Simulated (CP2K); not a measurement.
**ZrB2: equation of state with PBE**

ZrB2:

```
Zr B
1.0
     3.17000    0.00000    0.00000
    -1.58500    2.74530    0.00000
     0.00000    0.00000    3.53300
Zr B
1 2
Cartesian
  0.0000 0.0000 0.0000
  1.5850 0.9151 1.7665
  0.0000 1.8302 1.7665
```

```json
{
  "Program": "CP2K 2026.2",
  "Task": "equation of state",
  "Functional": "PBE",
  "Potentials or basis": "POTENTIAL_UZH Zr GTH-PBE-q12, B GTH-PBE-q3; TZVP-MOLOPT-PBE-GTH basis",
  "Density cutoff": "6123 eV",
  "k mesh": "10 × 10 × 8",
  "Occupations": "fermi-dirac, width 0.05 eV",
  "Spin": "no spin polarisation",
  "SCF solver": "diagonalisation with k points",
  "Quickstep method": "GPW",
  "EPS_DEFAULT": "1.0E-10",
  "EPS_SCF": "1.0E-6",
  "MAX_SCF": "100",
  "SCF_GUESS": "ATOMIC",
  "k points reduced by the point group": "yes",
  "Mesh centred on Gamma": "yes",
  "CHOLESKY": "OFF",
  "EPS_EIGVAL": "1.0E-7",
  "MIXING METHOD": "BROYDEN_MIXING",
  "MIXING ALPHA": "0.4",
  "NBUFFER": "8",
  "NGRIDS": "4",
  "Basis sets": "Zr TZVP-MOLOPT-PBE-GTH-q12, B TZVP-MOLOPT-PBE-GTH-q3",
  "Potentials": "Zr GTH-PBE-q12 of POTENTIAL_UZH, B GTH-PBE-q3 of POTENTIAL_UZH",
  "ADDED_MOS": "[15]",
  "REL_CUTOFF (Ry)": "60 Ry",
  "MIXING BETA (1/bohr)": "1.5 1/bohr",
  "CUTOFF of the grids": "450 Ry"
}
```

```yaml
Equilibrium_volume: 10.34 Å³/atom
Bulk_modulus_at_fixed_shape_and_positions: 237 GPa
Pressure_derivative_of_the_bulk_modulus: 3.9
```

Energy against volume, from the lowest point:
| volume (Å³/atom) | energy (meV/atom) |
| --- | --- |
| 9.634 | 39.40 |
| 9.839 | 18.84 |
| 10.044 | 5.96 |
| 10.249 | 0.00 |
| 10.454 | 0.32 |
| 10.659 | 6.36 |
| 10.864 | 17.58 |

All runs of the series together: 20 min on 1 thread of Arm Neoverse V1, with other jobs on the host.

Caveat: the cell was scaled at fixed shape and fractional positions, which overstates the stiffness of a crystal with free parameters, most of all of layers and chains; the basis of atomic orbitals isn't converged, which shifts pressures, moduli and gaps.
